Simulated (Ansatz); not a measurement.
Structure relaxation of Te

These are results of DFT PBE, scalar-relativistic, plane waves, PAW (Ansatz), not measurements. Cutoff 420 eV, Γ-centred k mesh, Gaussian smearing, no spin polarisation in the final step.

This is the end of a relaxation of cell and atoms.

```yaml
crystal:
  lattice:
    - [5.94910, 0.00000, 0.00000]
    - [0.00000, 4.83115, 0.00000]
    - [-2.94239, 0.00000, 5.25202]
  atoms:
    - { symbol: Te, position: [0.89138, 0.30704, 0.23072] }
    - { symbol: Te, position: [0.10862, 0.80704, 0.76928] }
    - { symbol: Te, position: [0.66295, 0.98483, 0.77160] }
    - { symbol: Te, position: [0.33705, 0.48483, 0.22840] }
```

Energies count from the standard state of Te at the same level.

(1) What space group does it have?

(2) How far above the standard state of Te does it lie?

(3) Is it a metal?

Answers

(1) P2_1 (No. 4). Conventional cell: a = 5.949 Å, b = 4.831 Å, c = 6.020 Å, β = 119.3°. Te on Wyckoff site a (2 atoms of the primitive cell) has 2 Te at 2.79–2.87 Å; Te on Wyckoff site a (2 atoms of the primitive cell) has 2 Te at 2.79–2.87 Å.

(2) 0.087 eV/atom.

(3) No, the gap on the 8×8×8 mesh is 0.19 eV.

The final run used a 8×8×8 mesh on its 4-atom cell and 0.01 eV smearing. Spin–orbit coupling is left out. The cell came from a trial start, so Te may not exist in this structure.